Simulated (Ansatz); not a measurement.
Run this with Ansatz 0.2.0, Python API and show what comes out.

`POSCAR`
```text
TiO2
1.0
   3.13576200   -5.76983600    0.00000000
   3.13576200    5.76983600    0.00000000
   0.00000000    0.00000000   10.46353500
Ti O
4 8
Direct
   0.75420300    0.24579700    0.99954200
   0.25371700    0.25371700    0.94267600
   0.24579700    0.75420300    0.99954200
   0.74628300    0.74628300    0.94267600
   0.60949400    0.88108600    0.03823700
   0.00000000    0.00000000    0.86054400
   0.75630800    0.24369200    0.84396300
   0.39050600    0.11891400    0.03823700
   0.24369200    0.75630800    0.84396300
   0.88108600    0.60949400    0.03823700
   0.11891400    0.39050600    0.03823700
   0.50000000    0.50000000    0.85264800
```

`run_scf.py`
```python
'''Self-consistent field of TiO2 at the given structure.'''

from collections import Counter
from pathlib import Path
import warnings

import ansatz as az
from ase.io import read
import numpy as np
from pymatgen.core import Structure

FUNCTIONAL = 'r2scan'
MESH = (3, 3, 2)
OCCUPATIONS = 'Fixed'
TOLERANCE = 1e-07
N_EMPTY = 12


def main() -> None:
    warnings.simplefilter('ignore', az.DeckWarning)

    atoms = read('POSCAR', format='vasp')
    tio2 = az.Crystal.from_ase(atoms)

    # the calculation
    job = (
        tio2.calculation()
        .functional(FUNCTIONAL)
        .pseudopotentials('nc')
        .kpoints(*MESH, center='gamma')
        .occupations(OCCUPATIONS)
        .mixing('broyden')
        .eigensolver('davidson', mixed_precision=False)
        .initial_density(normalization='atom')
        .scf(tolerance=TOLERANCE, extra_bands=N_EMPTY, algorithm='density_mixing')
        .density()
        .potential()
        .electron_localization_function()
        .output_files(volumetric_format='npy')
        .band_table()
        .density_of_states(energy_step=0.1, method='tetrahedron', nscf_kmesh_spacing=0.2)
    )
    session = job.session()
    planned = session.plan(threads=1)
    res = planned.execute()
    rep = res.report

    n_atoms = len(rep['lattice']['sites'])
    print('F =', round(rep['free_energy_ev'], 4), 'eV for', n_atoms, 'atoms')
    print('E(sigma -> 0) =', round(rep['energy_sigma0_ev'], 4), 'eV, TS =', round(rep['entropy_ts_ev'], 5), 'eV')
    print('closed by', rep['closed_by'], 'after', rep['n_iterations'], 'iterations')

    folder = Path(res.write_results('fields'))
    print('densities in e/A^3, potentials in eV, ELF without unit')
    for name in sorted(p.name for p in folder.glob('*.npy')):
        field = np.load(folder / name)
        print(f'{name:16s} {str(field.shape):16s} min {field.min():10.4f}  mean {field.mean():10.4f}  max {field.max():10.4f}')

    final = Structure(res.lattice.cell_ang, [s.symbol for s in res.lattice.sites], [s.position_frac for s in res.lattice.sites])
    # shortest distances, periodic images included
    shortest = {}
    for site, neighbours in zip(final, final.get_all_neighbors(5.0)):
        for other in neighbours:
            pair = '-'.join(sorted((site.specie.symbol, other.specie.symbol)))
            shortest[pair] = min(shortest.get(pair, 9e9), other.nn_distance)
    for pair, distance in sorted(shortest.items(), key=lambda item: item[1]):
        print(f'shortest {pair:6s} {distance:.4f} A')

    edges = rep.get('band_edges_ev')
    if edges:
        print(f'band edges on the mesh: {edges[0]:.3f} and {edges[1]:.3f} eV, gap {edges[1] - edges[0]:.3f} eV')
    else:
        print('no band edges reported (a metal, or a gap too narrow for this smearing); Fermi level', round(rep['fermi_energy_ev'], 3), 'eV')

    # the band energy is the weighted sum of filled levels
    eps, occ = np.array(rep['eigenvalues_ev']), np.array(rep['occupations'])
    wk = np.tile(rep['kweights'], len(eps) // len(rep['kweights']))
    print(f'sum of w f eps = {wk @ (eps * occ).sum(axis=1):.4f} eV, reported band energy {rep["components"]["e_band"]:.4f} eV')

    dos = res.density_of_states()
    energy = np.asarray(dos.energies_ev) - dos.fermi_ev
    top = min(levels[-1] for levels in rep['eigenvalues_ev']) - dos.fermi_ev  # the computed bands end here
    for spin, channel in enumerate(dos.channels):
        g = np.asarray(channel.g_bin_mean_per_ev)
        peak = np.where(np.abs(energy) < 8, g, 0).argmax()
        print(f'channel {spin}: g(E_F) = {np.interp(0.0, energy, g):.3f} states/eV, highest peak within 8 eV {g[peak]:.2f} at {energy[peak]:.2f} eV')
    grid = np.arange(-10, min(6, top), 0.5)
    columns = [grid] + [np.interp(grid, energy, ch.g_bin_mean_per_ev) for ch in dos.channels]
    np.savetxt('dos_tio2.dat', np.column_stack(columns), fmt='%.3f', header='E-EF (eV), states/eV by channel')


if __name__ == '__main__':
    main()
```

Output of `python run_scf.py`:
```text
RunWarning: pass on a band path, mesh or list of k-points: the 39 k-points are solved 20 at a time at the most, because the 2.45 GiB of host memory that the pass is priced against does not hold them [...]
RunWarning: The output density's exchange-correlation potential varies sharply where the density is thin. Do not read a vacuum level from v_tot or v_xc, or from such a field of the output density. On [...]
F = -10821.5072 eV for 12 atoms
E(sigma -> 0) = -10821.5072 eV, TS = 0.0 eV
closed by deck_thresholds after 14 iterations
densities in e/A^3, potentials in eV, ELF without unit
elf.npy          (80, 80, 125)    min     0.0000  mean     0.1433  max     0.9017
rho.npy          (80, 80, 125)    min     0.0000  mean     0.2535  max     9.9870
v_es.npy         (80, 80, 125)    min  -225.7849  mean     0.8489  max     6.9344
v_es_of_output_density.npy (80, 80, 125)    min  -225.7851  mean     0.8489  max     6.9343
v_tot.npy        (80, 80, 125)    min  -289.1058  mean    -4.2054  max    24.3666
v_tot_of_output_density.npy (80, 80, 125)    min  -289.1852  mean    -4.2069  max     7.9508
shortest O-Ti   1.6281 A
shortest O-O    2.6364 A
shortest Ti-Ti  3.0891 A
band edges on the mesh: -2.417 and 0.827 eV, gap 3.244 eV
sum of w f eps = -1882.0868 eV, reported band energy -1882.0868 eV
channel 0: g(E_F) = 1.506 states/eV, highest peak within 8 eV 37.41 at -1.05 eV
```
(Warnings from the package without file and line, shortened.)

`dos_tio2.dat`, as written:
```text
# E-EF (eV), states/eV by channel
-10.000 0.000
-9.500 0.000
-9.000 0.000
-8.500 0.000
-8.000 0.000
-7.500 0.000
-7.000 0.000
-6.500 0.000
-6.000 0.000
-5.500 0.000
-5.000 0.000
-4.500 0.000
-4.000 10.117
-3.500 5.662
-3.000 23.950
-2.500 8.371
-2.000 8.613
-1.500 7.192
-1.000 21.297
-0.500 14.513
0.000 1.506
0.500 0.000
1.000 0.000
1.500 0.000
2.000 0.000
2.500 0.000
3.000 0.000
3.500 13.390
4.000 6.113
4.500 6.146
5.000 10.614
```

These settings explore the input space; cutoff and mesh may be short of convergence. Spin is left out of this run. Along an axis with an odd division the mesh misses the point at one half; a gap read on a finite mesh is an upper bound on this functional's gap. Semilocal gaps usually lie well under measured ones. The cell holds layers, chains or clusters in vacuum, no bulk phase. Such functionals run on norm-conserving files made under PBE, which can move pressures by some GPa. With fixed filling the reported Fermi level is the top filled level among the k-points of the SCF. Points of the mesh across the vacuum add cost only. The crystal has a gap of about 3.24 eV on the mesh; bins of finite width blur the band edges. Grid values close to the nuclei reflect the PAW or pseudopotential construction, not the all-electron fields. This cell is a computed structure, which may not be the phase found in nature. Levels are Kohn-Sham eigenvalues on this mesh. The computed bands are complete only to about 5.5 eV above the Fermi level; beyond that the density of states is undercounted. The script silences the warnings on its input, which a real study should read. Hardware and time: 8.3 min on 1 thread of Arm Neoverse V2, with other jobs on the host, peak memory 2.2 GiB.

(Lines on the test bed's own set-up are left out of the output.)
